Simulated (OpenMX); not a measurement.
Crystal: W.

```
W
1.0
    -1.58234    1.58234    1.58234
     1.58234   -1.58234    1.58234
     1.58234    1.58234   -1.58234
W
1
Direct
  0.00000 0.00000 0.00000
```

Base run:

| Property | Result |
| --- | --- |
| Program | OpenMX 3.8.5 |
| Functional | PBE |
| Potentials or basis | OpenMX 2013 PBE set, W7.0-s3p2d2f1, grid cutoff 400 Ry |
| k mesh | 9 × 9 × 9 |
| Occupations | fermi-dirac, width 0.05 eV |
| Spin | no spin polarisation |

Its results: pressure 6.1 GPa.

Question: The run is repeated on the same cell with these changes: functional from PBE to LDA; potentials or basis from OpenMX 2013 PBE set, W7.0-s3p2d2f1, grid cutoff 400 Ry to OpenMX 2013 LDA set, W7.0-s3p2d2f1, grid cutoff 400 Ry. What comes out?

Answer: Pressure -10.1 GPa.

Caveats: the basis of atomic orbitals isn't converged, which shifts pressures, moduli and gaps.
